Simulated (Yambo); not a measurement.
# GaAs (F-43m) in Yambo: notebook, part 2 of 2

Yambo 5.3.0. The steps go on from the part before.

**4. Optical spectrum, PBE**

optics0.in

```
optics
chi
Chimod= "IP"
% BndsRnXd
 1 | 39 |
%
% LongDrXd
 1 | 0 | 0 |
%
% QpntsRXd
 1 | 1 |
%
% EnRngeXd
 0 | 20 | eV
%
% DmRngeXd
 0.1 | 0.1 | eV
%
ETStpsXd= 200
```

scf.in

```
&CONTROL
  calculation = 'scf'
  prefix = 'pwscf'
  outdir = './tmp'
  pseudo_dir = './pseudo'
/
&SYSTEM
  ibrav = 0
  nat = 2
  ntyp = 2
  ecutwfc = 84
  nbnd = 21
  occupations = 'smearing'
  smearing = 'fd'
  degauss = 0.00367493
  force_symmorphic = .true.
/
&ELECTRONS
  conv_thr = 4d-10
  electron_maxstep = 120
  mixing_beta = 0.5
/
ATOMIC_SPECIES
As    74.9216 As.upf
Ga    69.7230 Ga.upf
CELL_PARAMETERS angstrom
   0.0000000000    2.8268500000    2.8268500000
   2.8268500000    0.0000000000    2.8268500000
   2.8268500000    2.8268500000    0.0000000000
ATOMIC_POSITIONS crystal
As     0.7500000000    0.7500000000    0.7500000000
Ga     0.0000000000    0.0000000000    0.0000000000
K_POINTS automatic
10 10 10 0 0 0
```

nscf.in

```
&CONTROL
  calculation = 'nscf'
  prefix = 'pwscf'
  outdir = './tmp'
  pseudo_dir = './pseudo'
/
&SYSTEM
  ibrav = 0
  nat = 2
  ntyp = 2
  ecutwfc = 84
  nbnd = 44
  occupations = 'fixed'
  force_symmorphic = .true.
/
&ELECTRONS
  conv_thr = 1d-08
  diago_full_acc = .true.
  diago_thr_init = 1d-06
/
ATOMIC_SPECIES
As    74.9216 As.upf
Ga    69.7230 Ga.upf
CELL_PARAMETERS angstrom
   0.0000000000    2.8268500000    2.8268500000
   2.8268500000    0.0000000000    2.8268500000
   2.8268500000    2.8268500000    0.0000000000
ATOMIC_POSITIONS crystal
As     0.7500000000    0.7500000000    0.7500000000
Ga     0.0000000000    0.0000000000    0.0000000000
K_POINTS automatic
10 10 10 0 0 0
```

Potentials or basis: PseudoDojo 0.4.1 SR PBE standard.

The run is started by

```bash
> OMP_NUM_THREADS=1 pw.x -in scf.in > scf.out
> OMP_NUM_THREADS=1 pw.x -in nscf.in > nscf.out
> cd tmp/pwscf.save; p2y; mv SAVE ../..; cd ../..
> OMP_NUM_THREADS=1 yambo
> OMP_NUM_THREADS=1 yambo -F optics0.in -J optics0 -C optics0_out
```

Yambo's report:

```text
[... sections 02.01 to 02.04 as in the set-up run ...]

  [02.05] Energies & Occupations
  ==============================

  [X] === General ===
  [X] Electronic Temperature                        :  0.000000  0.000000 [eV K]
  [X] Bosonic    Temperature                        :  0.000000  0.000000 [eV K]
  [X] Finite Temperature mode                       : no
  [X] El. density                                   :  0.61975E+24 [cm-3]
  [X] Fermi Level                                   :  8.798690 [eV]

  [X] === Gaps and Widths ===
  [X] Conduction Band Min                           :  0.516268 [eV]
  [X] Valence Band Max                              :  0.000000 [eV]
  [X] Filled Bands                                  :  14
  [X] Empty Bands                                   :   15   44
  [X] Direct Gap                                    :  0.516268 [eV]
  [X] Direct Gap localized at k                     :  1
  [X] Indirect Gap                                  :  0.516268 [eV]
  [X] Indirect Gap between kpts                     :  1  1
  [X] Last valence band width                       :  3.283671 [eV]
  [X] 1st conduction band width                     :  3.522381 [eV]

 [03] Transferred momenta grid and indexing
 ==========================================

 IBZ Q-points                                      :   47
 BZ  Q-points                                      :  1000

 K/Q-points units:
 rlu = crystal or reduced units; cc = cartesian coordinates; iku = interal k-units

 Q [ 1]         [rlu]:  0.000000  0.000000  0.000000
 Q [ 2]         [rlu]:  0.49426E-19  0.49426E-19  0.10000
 Q [ 3]         [rlu]: -0.19800E-17 -0.19800E-17  0.20000
 Q [ 4]         [rlu]:  0.63849E-17  0.63849E-17  0.30000
 Q [ 5]         [rlu]: -0.10927E-16 -0.10927E-16  0.40000
 Q [ 6]         [rlu]:  0.18317E-17  0.18317E-17 -0.50000
 Q [ 7]         [rlu]:  0.10446E-17  0.10000      0.10000
 Q [ 8]         [rlu]: -0.20294E-17  0.10000      0.20000
 Q [ 9]         [rlu]: -0.19800E-17  0.10000      0.30000
 Q [10]         [rlu]:  0.63849E-17  0.10000      0.40000
 Q [11]         [rlu]: -0.76102E-16  0.10000      0.50000
 Q [12]         [rlu]:  0.18317E-17  0.10000     -0.40000
 Q [13]         [rlu]:  0.10927E-16  0.10000     -0.30000
 Q [14]         [rlu]: -0.63849E-17  0.10000     -0.20000
 Q [15]         [rlu]:  0.19800E-17  0.10000     -0.10000
[... 30 lines left out ...]
 Q [46]         [rlu]:  0.200000  0.400000 -0.300000
 Q [47]         [rlu]:  0.200000 -0.500000 -0.300000

 [WARNING] [Xd] User bands 1-39 break level degeneracy

 [04] Dipoles
 ============

  [04.01] Setup: observables and procedures
  =========================================

  [WF-Oscillators/G space/Transverse up loader] Normalization (few states)  min/max  :  0.68571E-18   1.0000

  [WR./optics0//ndb.dipoles]------------------------------------------------------
   Brillouin Zone Q/K grids (IBZ/BZ)                :    47  1000    47  1000
   RL vectors                                       :   5029 [WF]
   Fragmentation                                    : yes
   Electronic Temperature                           :  0.000000 [K]
   Bosonic    Temperature                           :  0.000000 [K]
   DIP band range                                   :    1   39
   DIP band range limits                            :  14  15
   DIP e/h energy range                             : -1.000000 -1.000000 [eV]
   RL vectors in the sum                            :   5029
   [r,Vnl] included                                 : yes
   Bands ordered                                    : yes
   Direct v evaluation                              : no
   Approach used                                    : G-space v
   Dipoles computed                                 : R V P [G-space]
   Wavefunctions                                    : Perdew, Burke & Ernzerhof(X)+Perdew, Burke & Ernzerhof(C)

  [WARNING] [r,Vnl^pseudo] included in position and velocity dipoles.

  [WARNING] In case H contains other non local terms, these are neglected

 [05] Optics
 ===========

 [X-CG] R(p) Tot o/o(of R):    12685   350000      100
```

r_setup:

```text
[02] CORE Variables Setup
 =========================

  [02.01] Unit cells
  ==================

  Cell kind             :  FCC
  Atoms in the cell     :  As  Ga
  number of As atoms    :  1
  number of Ga atoms    :  1

[... 771 lines left out ...]
  =================

   [03.01.01] Sigma indexes
   ========================

   [WR./SAVE//ndb.kindx]-----------------------------------------------------------
    Fragmentation                                    : no
    Polarization last K ( bz)                        :  1000
    Polarization last K (ibz)                        :   47
    QP states                                        :    1   47
    X grid is uniform                                : yes
    Grids (string)                                   :  X S
    Grids (int-vector)                               :  1  0  0  1
```

o-optics0.eps_q1_ip:

```text
# Absorption @ Q(1):   1.00000000      0.00000000      0.00000000    [q->0 direction]
#
# [ X ] Hartree size                              :  1
# [GEN] GF Energies                               : Perdew, Burke & Ernzerhof(X)+Perdew, Burke & Ernzerhof(C)
# [GEN] Green`s Function                          : T-ordered
#
# [GEN] Gauge                                     : Length
# [GEN] [r,Vnl] included                          : yes
#
#    E[1] [eV]          Im(eps)            Re(eps)
#
        0.000000           1.820993           21.36692
        0.100503           1.978290           21.61538
        0.201005           2.571964           22.43356
        0.301508           4.187212           24.03551
        0.402010           9.118828           26.09810
        0.502513           19.75864           19.02951
[... 192 lines left out ...]
        19.89950           0.282429           0.378813
        20.00000           0.265411           0.397539
#
```

It took 73 s on 1 thread of Intel Xeon 6975P-C (Granite Rapids), shared host; peak memory 0.27 GiB.

Results:

* Band gap on the k mesh, mean-field level: 0.52 eV, direct
* Absorption peak: 4.22 eV
* Electronic dielectric constant along the field: 21.37

Dielectric function (along the field direction of the input):
```csv
energy (eV),real part,imaginary part
0.30,24.04,4.19
0.80,10.68,2.80
1.31,17.07,1.86
1.81,17.46,5.25
2.31,4.49,10.84
2.81,12.23,11.66
3.32,9.36,13.90
3.82,15.39,16.32
4.32,-17.32,23.22
4.82,4.38,10.46
5.33,-10.62,13.90
5.83,-8.01,9.12
6.33,-4.14,4.71
6.83,-4.43,4.39
7.34,-3.57,4.12
7.84,-3.67,2.62
8.34,-2.51,2.72
8.84,-3.09,1.94
9.35,-1.64,1.50
9.85,-2.02,1.62
10.35,-1.61,1.09
10.85,-1.28,1.29
11.36,-1.35,0.71
11.86,-0.83,0.65
12.36,-0.73,0.62
12.86,-0.63,0.59
13.37,-0.44,0.38
13.87,-0.39,0.36
14.37,-0.28,0.38
14.87,-0.14,0.28
15.38,-0.02,0.27
15.88,0.09,0.26
16.38,0.26,0.27
16.88,0.20,0.29
17.39,0.25,0.30
17.89,0.31,0.20
18.39,0.37,0.17
18.89,0.42,0.33
19.40,0.42,0.33
20.00,0.40,0.27
```

Caveat: independent-particle spectra lack excitons.

**5. Optical spectrum, PBE**

optics1.in

```
optics
chi
Chimod= "HARTREE"
% BndsRnXd
 1 | 39 |
%
NGsBlkXd= 3 Ry
% LongDrXd
 1 | 0 | 0 |
%
% QpntsRXd
 1 | 1 |
%
% EnRngeXd
 0 | 20 | eV
%
% DmRngeXd
 0.1 | 0.1 | eV
%
ETStpsXd= 200
```

scf.in is that of step 4.

nscf.in is that of step 4.

Potentials or basis: PseudoDojo 0.4.1 SR PBE standard.

The run is started by

```bash
> OMP_NUM_THREADS=1 pw.x -in scf.in > scf.out
> OMP_NUM_THREADS=1 pw.x -in nscf.in > nscf.out
> cd tmp/pwscf.save; p2y; mv SAVE ../..; cd ../..
> OMP_NUM_THREADS=1 yambo
> OMP_NUM_THREADS=1 yambo -F optics1.in -J optics1 -C optics1_out
```

Yambo's report:

```text
[... sections 02.01 to 02.04 as in the set-up run ...]

  [02.05] Energies & Occupations
  ==============================

  [X] === General ===
  [X] Electronic Temperature                        :  0.000000  0.000000 [eV K]
  [X] Bosonic    Temperature                        :  0.000000  0.000000 [eV K]
  [X] Finite Temperature mode                       : no
  [X] El. density                                   :  0.61975E+24 [cm-3]
  [X] Fermi Level                                   :  8.798690 [eV]

  [X] === Gaps and Widths ===
  [X] Conduction Band Min                           :  0.516268 [eV]
  [X] Valence Band Max                              :  0.000000 [eV]
  [X] Filled Bands                                  :  14
  [X] Empty Bands                                   :   15   44
  [X] Direct Gap                                    :  0.516268 [eV]
  [X] Direct Gap localized at k                     :  1
  [X] Indirect Gap                                  :  0.516268 [eV]
  [X] Indirect Gap between kpts                     :  1  1
  [X] Last valence band width                       :  3.283671 [eV]
  [X] 1st conduction band width                     :  3.522381 [eV]

 [03] Transferred momenta grid and indexing
 ==========================================

 IBZ Q-points                                      :   47
 BZ  Q-points                                      :  1000

 K/Q-points units:
 rlu = crystal or reduced units; cc = cartesian coordinates; iku = interal k-units

 Q [ 1]         [rlu]:  0.000000  0.000000  0.000000
 Q [ 2]         [rlu]:  0.49426E-19  0.49426E-19  0.10000
 Q [ 3]         [rlu]: -0.19800E-17 -0.19800E-17  0.20000
 Q [ 4]         [rlu]:  0.63849E-17  0.63849E-17  0.30000
 Q [ 5]         [rlu]: -0.10927E-16 -0.10927E-16  0.40000
 Q [ 6]         [rlu]:  0.18317E-17  0.18317E-17 -0.50000
 Q [ 7]         [rlu]:  0.10446E-17  0.10000      0.10000
 Q [ 8]         [rlu]: -0.20294E-17  0.10000      0.20000
 Q [ 9]         [rlu]: -0.19800E-17  0.10000      0.30000
 Q [10]         [rlu]:  0.63849E-17  0.10000      0.40000
 Q [11]         [rlu]: -0.76102E-16  0.10000      0.50000
 Q [12]         [rlu]:  0.18317E-17  0.10000     -0.40000
 Q [13]         [rlu]:  0.10927E-16  0.10000     -0.30000
 Q [14]         [rlu]: -0.63849E-17  0.10000     -0.20000
 Q [15]         [rlu]:  0.19800E-17  0.10000     -0.10000
[... 30 lines left out ...]
 Q [46]         [rlu]:  0.200000  0.400000 -0.300000
 Q [47]         [rlu]:  0.200000 -0.500000 -0.300000

 [WARNING] [Xd] User bands 1-39 break level degeneracy

 [04] Dipoles
 ============

  [04.01] Setup: observables and procedures
  =========================================

  [WF-Oscillators/G space/Transverse up loader] Normalization (few states)  min/max  :  0.68571E-18   1.0000

  [WR./optics1//ndb.dipoles]------------------------------------------------------
   Brillouin Zone Q/K grids (IBZ/BZ)                :    47  1000    47  1000
   RL vectors                                       :   5029 [WF]
   Fragmentation                                    : yes
   Electronic Temperature                           :  0.000000 [K]
   Bosonic    Temperature                           :  0.000000 [K]
   DIP band range                                   :    1   39
   DIP band range limits                            :  14  15
   DIP e/h energy range                             : -1.000000 -1.000000 [eV]
   RL vectors in the sum                            :   5029
   [r,Vnl] included                                 : yes
   Bands ordered                                    : yes
   Direct v evaluation                              : no
   Approach used                                    : G-space v
   Dipoles computed                                 : R V P [G-space]
   Wavefunctions                                    : Perdew, Burke & Ernzerhof(X)+Perdew, Burke & Ernzerhof(C)

  [WARNING] [r,Vnl^pseudo] included in position and velocity dipoles.

  [WARNING] In case H contains other non local terms, these are neglected

 [05] Optics
 ===========

 [X-CG] R(p) Tot o/o(of R):    12685   350000      100
```

o-optics1.eps_q1_inv_rpa_dyson:

```text
# Absorption @ Q(1):   1.00000000      0.00000000      0.00000000    [q->0 direction]
#
# [ X ] Hartree size                              :   51
# [GEN] GF Energies                               : Perdew, Burke & Ernzerhof(X)+Perdew, Burke & Ernzerhof(C)
# [GEN] Green`s Function                          : T-ordered
#
# [GEN] Gauge                                     : Length
# [GEN] [r,Vnl] included                          : yes
#
#    E[1] [eV]          Im(eps)            Re(eps)            Im(eps_o)          Re(eps_o)
#
        0.000000           1.761570           20.12593           1.820993           21.36692
        0.100503           1.917299           20.37172           1.978290           21.61538
        0.201005           2.504861           21.18144           2.571964           22.43356
        0.301508           4.102139           22.76854           4.187212           24.03551
        0.402010           8.975218           24.82854           9.118828           26.09810
        0.502513           19.61482           17.92342           19.75864           19.02951
[... 192 lines left out ...]
        19.89950           0.239499           0.415098           0.282429           0.378813
        20.00000           0.238568           0.428142           0.265411           0.397539
#
```

Wall time 93 s (1 thread of Intel Xeon 6975P-C (Granite Rapids), shared host); peak memory 0.66 GiB.

What came out:

```
Band gap on the k mesh, mean-field level                              : 0.52 eV, direct
Absorption peak                                                       : 4.22 eV
Electronic dielectric constant along the field                        : 20.13
Electronic dielectric constant along the field, independent particles : 21.37
```

Dielectric function (along the field direction of the input):
```tsv
energy (eV)	real part	imaginary part
0.30	22.77	4.10
0.80	9.37	2.74
1.31	15.53	1.74
1.81	15.68	4.91
2.31	3.21	10.64
2.81	10.46	10.54
3.32	7.95	12.44
3.82	12.82	12.79
4.32	-13.96	26.12
4.82	3.00	7.67
5.33	-7.85	15.69
5.83	-6.25	9.32
6.33	-3.83	4.19
6.83	-3.65	4.28
7.34	-2.69	3.92
7.84	-3.29	2.79
8.34	-2.00	2.46
8.84	-2.67	2.24
9.35	-1.39	1.36
9.85	-1.55	1.79
10.35	-1.40	1.20
10.85	-0.90	1.25
11.36	-1.25	0.95
11.86	-0.73	0.65
12.36	-0.62	0.65
12.86	-0.47	0.63
13.37	-0.39	0.39
13.87	-0.30	0.43
14.37	-0.11	0.42
14.87	-0.08	0.33
15.38	0.03	0.30
15.88	0.14	0.28
16.38	0.27	0.23
16.88	0.23	0.36
17.39	0.29	0.32
17.89	0.31	0.23
18.39	0.37	0.21
18.89	0.46	0.28
19.40	0.41	0.34
20.00	0.43	0.24
```

Caveat: these spectra lack excitons.

**6. The runs side by side**

| level | potentials or basis | k mesh | k mesh of the self-consistent run | direction of the field or of q to 0 | broadening | kernel | top of the energy range | gap on the mesh (eV) |
| --- | --- | --- | --- | --- | --- | --- | --- | --- |
| PBEsol | PseudoDojo 0.4.1 SR PBEsol standard | 14 × 14 × 14 | 14 × 14 × 14 | y | 0.1 eV | none (independent particles) | 30 eV | 0.44 |
| PBEsol | PseudoDojo 0.4.1 SR PBEsol standard | 14 × 14 × 14 | 14 × 14 × 14 | x + y | 0.3 eV | Hartree (RPA with local fields) | 15 eV | 0.44 |
| PBE | PseudoDojo 0.4.1 SR PBE standard | 10 × 10 × 10 | 10 × 10 × 10 | x | 0.1 eV | none (independent particles) | 20 eV | 0.52 |
| PBE | PseudoDojo 0.4.1 SR PBE standard | 10 × 10 × 10 | 10 × 10 × 10 | x | 0.1 eV | Hartree (RPA with local fields) | 20 eV | 0.52 |

Alike in all rows: task optical spectrum; no spin polarisation; cell as given; cutoff (eV) 1143; smearing fixed.

Caveats: independent-particle spectra lack excitons (some runs); these spectra lack excitons (some runs).

Absolute energies hang on the potentials; compare differences alone.

**7. Against experiment**

Step 2. Against the measured gap of GaAs, 1.412 eV (direct; 300 K; “Evidence of valence band perturbations in GaAsN/GaAs(001): A combined variable-angle spectroscopic ellipsometry and modulated photoreflectance investigation”, 2008, arxiv:0805.2212), the calculated 0.44 eV is off by -0.97 eV. 3 values of this kind are on record (1.412 to 1.51 eV); this one was drawn at random among those near their median, those with a stated uncertainty first. Spin-orbit coupling on As, Ga is left out. The value is that of PBEsol on a finite k mesh, which can miss the band edges, without temperature or zero-point motion. Semilocal functionals fall short of measured gaps as a rule.

Step 3. A measured gap of GaAs is 1.412 eV (direct; 300 K; “Evidence of valence band perturbations in GaAsN/GaAs(001): A combined variable-angle spectroscopic ellipsometry and modulated photoreflectance investigation”, 2008, arxiv:0805.2212); the calculated 0.44 eV misses it by -0.97 eV. 3 values of this kind are on record (1.412 to 1.51 eV); this one was drawn at random among those near their median, those with a stated uncertainty first. Spin-orbit coupling on As, Ga is left out. The value is that of PBEsol on a finite k mesh, which can miss the band edges, without temperature or zero-point motion. Semilocal functionals fall short of measured gaps as a rule.

Step 4. A measured gap of GaAs is 1.418 eV (direct; 300 K; “Evidence of valence band perturbations in GaAsN/GaAs(001): A combined variable-angle spectroscopic ellipsometry and modulated photoreflectance investigation”, 2008, arxiv:0805.2212); the calculated 0.52 eV misses it by -0.90 eV. 3 values of this kind are on record (1.412 to 1.51 eV); this one was drawn at random among those near their median, those with a stated uncertainty first. Spin-orbit coupling on As, Ga is left out. The value is that of PBE on a finite k mesh, which can miss the band edges, without temperature or zero-point motion. Semilocal functionals fall short of measured gaps as a rule.

Step 5. Against the measured gap of GaAs, 1.412 eV (direct; 300 K; “Evidence of valence band perturbations in GaAsN/GaAs(001): A combined variable-angle spectroscopic ellipsometry and modulated photoreflectance investigation”, 2008, arxiv:0805.2212), the calculated 0.52 eV is off by -0.90 eV. 3 values of this kind are on record (1.412 to 1.51 eV); this one was drawn at random among those near their median, those with a stated uncertainty first. Spin-orbit coupling on As, Ga is left out. The value is that of PBE on a finite k mesh, which can miss the band edges, without temperature or zero-point motion. Semilocal functionals fall short of measured gaps as a rule.
